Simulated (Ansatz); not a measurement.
Run on Se: DFT, r2SCAN, all-electron PAW with datasets made for the crystal, scalar-relativistic (Ansatz 0.2.0).

The cell comes from a relaxation on PAW files under the same functional, begun from a database entry that needn't be the ground state.

Command: `ansatz run input.yaml --threads 1 --pin off --max-ram 3072MiB --backend cpu --events-out ev --progress --plain --runs-dir out` It took 2.7 min on 1 thread of Arm Neoverse V1, with other jobs on the host, peak memory 1.3 GiB.

```yaml
crystal:
  lattice:
    - [4.5041509279, 0.0, 0.0]
    - [-2.2520754639, 3.900709126, 0.0]
    - [0.0, 0.0, 4.9918757413]
  atoms:
    - { symbol: Se, position: [0.2171638312, 0.0, 0.3333333333] }
    - { symbol: Se, position: [0.0, 0.2171638312, 0.6666666667] }
    - { symbol: Se, position: [0.7828361688, 0.7828361688, 0.0] }
kpoints:
  mp_grid: { grid: [9, 9, 7] }
scf:
  occupations: { method: fermi_dirac, width: 0.05 }
hamiltonian:
  xc: r2scan
  pseudopotentials: { kind: all_electron, datasets: crystal }
output:
  forces: true
  stress: true
  eigenvalues: true
```

Output:

```
hamiltonian.pseudopotentials.datasets: crystal makes datasets for this crystal and solves the spheres of its atoms anew in each pass: cutoff 380.0 eV, the density's 2660.0 eV; for an error of 0.50 meV an atom under PBE, 1.5 meV for the cell; an energy difference from a run of another recipe may be off by several times the error for the cell, under r2SCAN by more, where some 0.1 meV an atom stays at smaller errors; Se in spheres of 1.185 Å, 16 of its electrons in bands
Engine: ansatz 0.2.0
Pseudopotentials: kind: all_electron
Pseudopotential: Se, paw, valence charge 16, recommended cutoff 380 eV (normal), crystal/all_electron/r2scan/scalar/gaussian/Se, Koelling and Harmon's equation, gaussian nucleus
Functional definition: r2SCAN
  parameter k0 = 0.174
  parameter k1 = 0.065
  parameter a1 = 4.9479
  exchange = r2scan_x(k0 = k0, k1 = k1, a1 = a1)
  correlation = r2scan_c
Crystal: 3 atoms, lattice volume = 87.704 Å³
Basis set: ecut = 380 eV, 1473 PW (Γ), exchange–correlation on 120×120×135 points (27 copies of the dense FFT grid, shifted against one another)
Bands: 29, of which v1, the nominal top of the filled ones, is band 24 counted from 1 (23 counted from 0)
Symmetry: 6 space group operations
Space group: P3121 (ITA 152), of the structure as read, at distance tolerance 4.4e-5 Å
k-points: 69 of 567 (time reversal used)
Non-local potential: Se, projectors of the file, l = 0: 1, l = 1: 1, l = 2: 3
PAW form: soft (Blöchl's): semilocal exchange-correlation on the pseudo side does not see the compensation charge
PAW one-centre angular grid: Se, 590 points (default); XC on its mesh's 1853 points in the sphere
Initial density: superposition of atomic densities (neutral atoms: chi_scale 0, normalization atom)
Initial wavefunctions: pseudopotential atomic-orbital guess
Functional: x = r2scan, c = r2scan; τ floored in thin density (d = 2e-4 eV/Å³)
iter 1 solved again at ethr=8.62e-4 eV; its pass at ethr=1.00e-1 eV (dr2=4.14e-1 eV) is discarded
SCF iter   1: F=—  HF=-198411.331555 eV  |F-HF|=—  |Δ(HF+E_count)|=         —  Δρ=2.79e-2  dr2=4.41e-1  dr2_τ=1.63e-2  ethr=8.62e-4  ⟨swp⟩=6.8  Hψ=11345  notcnv=0
preconditioner: auto → Resta (q_TF=auto, 2.468 Å⁻¹)  ε∞=3.4  [insulator: Δε(μ)=1.536 eV  Ē_g=10.908 eV  σ=0.050 eV  W_gap=1.00  n_scr=20 (ndim 8)  ℏωp=16.8 eV  f_vac=0.101  D(μ)=0.00/eV (n_scr^D=0)  ε∞_Penn≈3.4]
SCF iter   2: F=—  HF=-198411.317906 eV  |F-HF|=—  |Δ(HF+E_count)|=   1.36e-2  Δρ=1.57e-2  dr2=1.45e-1  dr2_τ=2.34e-5  ethr=8.62e-4  ⟨swp⟩=2.3  Hψ=4024  notcnv=0  defer=16
iter 3 solved again at ethr=7.14e-6 eV; its pass at ethr=3.02e-4 eV (dr2=3.43e-3 eV) is discarded
SCF iter   3: F=—  HF=-198411.343901 eV  |F-HF|=—  |Δ(HF+E_count)|=   2.60e-2  Δρ=2.29e-3  dr2=3.44e-3  dr2_τ=4.67e-5  ethr=7.14e-6  ⟨swp⟩=3.2  Hψ=9382  notcnv=0  defer=12
SCF iter   4: F=—  HF=-198411.346230 eV  |F-HF|=—  |Δ(HF+E_count)|=   2.33e-3  Δρ=1.03e-3  dr2=7.66e-4  dr2_τ=2.65e-6  ethr=7.14e-6  ⟨swp⟩=3.1  Hψ=4278  notcnv=0  defer=7
SCF iter   5: F=—  HF=-198411.346903 eV  |F-HF|=—  |Δ(HF+E_count)|=   6.73e-4  Δρ=2.32e-4  dr2=4.53e-5  dr2_τ=1.10e-6  ethr=1.60e-6  ⟨swp⟩=3.1  Hψ=5141  notcnv=0  defer=5
SCF iter   6: F=—  HF=-198411.346947 eV  |F-HF|=—  |Δ(HF+E_count)|=   4.33e-5  Δρ=1.01e-4  dr2=8.36e-6  dr2_τ=2.82e-7  ethr=9.43e-8  ⟨swp⟩=3.0  Hψ=4323  notcnv=0  defer=2
SCF iter   7: F=—  HF=-198411.346952 eV  |F-HF|=—  |Δ(HF+E_count)|=   5.04e-6  Δρ=3.33e-5  dr2=1.18e-6  dr2_τ=2.30e-8  ethr=1.74e-8  ⟨swp⟩=3.0  Hψ=5324  notcnv=0
SCF iter   8: F=—  HF=-198411.346951 eV  |F-HF|=—  |Δ(HF+E_count)|=   8.94e-7  Δρ=5.62e-6  dr2=3.38e-8  dr2_τ=8.27e-10  ethr=2.45e-9  ⟨swp⟩=3.0  Hψ=5316  notcnv=0
SCF iter   9: F=-198411.346951 eV  HF=-198411.346951 eV  |F-HF|=2.39e-9  |Δ(HF+E_count)|=   1.22e-7  Δρ=2.41e-6  dr2=4.01e-9  dr2_τ=2.24e-10  ethr=7.04e-11  ⟨swp⟩=3.0  Hψ=5318  notcnv=0
SCF 1 converged in 9 iterations: F = -198411.346950 eV  dr2 = 4.01e-9
  Residual-converged pass: ⟨swp⟩=2.7  Hψ=2669  notcnv=0  max |occ|·‖R‖ = 6.4e-6 eV (tolerance 6.5e-6 eV)  dr2=4.03e-9  dr2_τ=2.20e-10  dr2_onsite=2.97e-8  max |Δocc| = 6.3e-12
  greatest PAW one-centre occupation: 0.996 electrons in one spin orbital (limit 2), on the Se atom at site 1 (counted from 0), in its partial waves of l = 2
SCF converged after 9 iterations
Free energy (F): -198411.346950 eV
Harris-Foulkes:  -198411.346950 eV  (|F-HF|=2.39e-9)
Internal energy: -198411.346950 eV  (E = F + TS)
E sigma→0 (E₀):  -198411.346950 eV
Entropy (-TS):   -0.000000 eV (-0.000 meV/atom)
Past the cutoff: the bands carry plane waves up to 2.50 times it, of which those up to 1.5 times it add -0.001426 eV an atom, each by itself; the spheres take 0.000141 eV an atom off the energy for waves past 2.50 times it
Past the cutoffs: a stress includes 0.0009 GPa for waves and charges beyond them, in addition to the slope of what the spheres take
In the spheres:  the bands' charges fall short by 9.7e-7 e at most (sound up to 1e-3)
Fermi energy:    6.911534 eV
--- Per-component energies (eV) ---
  E_band       = -1286.872932
  E_kinetic    = 412.069240
  E_local      = -6678.527380  (includes V_loc(G=0)·N_el)
  E_nonlocal   = -3222.482433
  E_hartree    = 3052.681379
  E_xc         = -249.548683
  E_vxc        = -356.102867  (∫ρ·V_xc dr)
  E_paw        = -206707.825212  (= ΣΔE_a)
  E_vpaw       = -17366.300168  (= ΣTr[D̂ρ^β])
  E_vtau       = 21.932302  (kinetic-family band-sum trace: ∫τ·v_τ [+ j·A + Jᵃ·Aᵃ] dr)
  E_ewald      = -4814.885224
  E_smearing   = -0.000000  (= −TS)
  E_closure    = 19797.171362  (closes the sum)
  Σ components = -198411.346950   (vs F -198411.346950, Δ=0.00e0)
  The terms above E_closure are by the made datasets' own strengths, without shells solved beside the bands.
--- Forces (eV/Å), atoms counted from 1 ---
  atom   1  Se     0.00445477    -0.00000000     0.00000000
  atom   2  Se    -0.00222739     0.00385794     0.00000000
  atom   3  Se    -0.00222739    -0.00385794     0.00000000
  max |Σ_I F_I| component: 1.29e-16 eV/Å
--- Stress (GPa, compression-positive) ---
        0.025680       0.000000      -0.000000
        0.000000       0.025680      -0.000000
       -0.000000      -0.000000       0.042713
  P = ⅓ Tr σ = 0.0314 GPa (0.314 kbar)
--- Band table (eV; the first three rows and the last of 69) ---
  k-point 0: bands = ["-42.9246", "-42.9246", "-42.8828", "-42.8754", "-42.8754", "-42.8274", "-42.7092", "-42.7036", "-42.7036", "-42.6578", "-42.6578", "-42.6540", "-42.6326", "-42.6045", "-42.6045", "-10.0406", "-5.8457", "-5.8457", "2.1928", "2.1928", "2.5140", "4.0986", "4.0986", "5.7652", "8.4313", "8.4313"]
  k-point 1: bands = ["-42.9339", "-42.9140", "-42.8833", "-42.8788", "-42.8708", "-42.8299", "-42.7091", "-42.7052", "-42.7020", "-42.6588", "-42.6568", "-42.6541", "-42.6313", "-42.6082", "-42.6018", "-9.9413", "-6.8032", "-4.9173", "1.8659", "2.3920", "2.5524", "4.1582", "4.2941", "5.6115", "8.2354", "8.3084"]
  k-point 2: bands = ["-42.9406", "-42.9034", "-42.8852", "-42.8811", "-42.8644", "-42.8367", "-42.7089", "-42.7066", "-42.7007", "-42.6596", "-42.6559", "-42.6543", "-42.6279", "-42.6127", "-42.6000", "-9.6459", "-7.7098", "-4.1328", "1.4638", "2.5362", "2.6401", "4.3568", "4.6883", "5.2487", "7.9512", "7.9833"]
  k-point 68: bands = ["-42.9441", "-42.8945", "-42.8886", "-42.8822", "-42.8561", "-42.8462", "-42.7085", "-42.7077", "-42.6999", "-42.6604", "-42.6551", "-42.6545", "-42.6239", "-42.6184", "-42.5981", "-8.8132", "-8.2312", "-4.5795", "0.4757", "1.1927", "1.6569", "4.9959", "5.6783", "5.9978", "7.6619", "9.2322"]
```
